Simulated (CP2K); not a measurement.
La:

```
La
1.0
     3.75000    0.00000    0.00000
    -1.87500    3.24760    0.00000
     0.00000    0.00000    6.07000
La
2
Direct
  0.66667 0.33333 0.75000
  0.33333 0.66667 0.25000
```

This isn't the form of La at room conditions, which is double hcp.

Base run:

- Program: CP2K 2026.2
- Functional: PBE
- Potentials or basis: GTH_POTENTIALS La GTH-PBE-q11; TZVP-MOLOPT-SR-GTH basis
- Density cutoff: 6123 eV
- k mesh: 8 × 8 × 5
- Occupations: fermi-dirac, width 0.1 eV
- Spin: no spin polarisation

Its results: band gap on the k mesh none (metal or under the smearing width); pressure 1.8 GPa.

**Question.** The run is repeated on the same cell with these changes: functional from PBE to PBEsol; occupations from fermi-dirac, width 0.1 eV to fermi-dirac, width 0.05 eV. What comes out?

**Answer.** Band gap on the k mesh none (metal or under the smearing width); pressure -0.3 GPa.

Caveats: the basis of atomic orbitals isn't converged, which shifts pressures, moduli and gaps; the potentials were made for another functional, which shifts forces and pressure (some runs).

Not every run made on this cell is shown here.
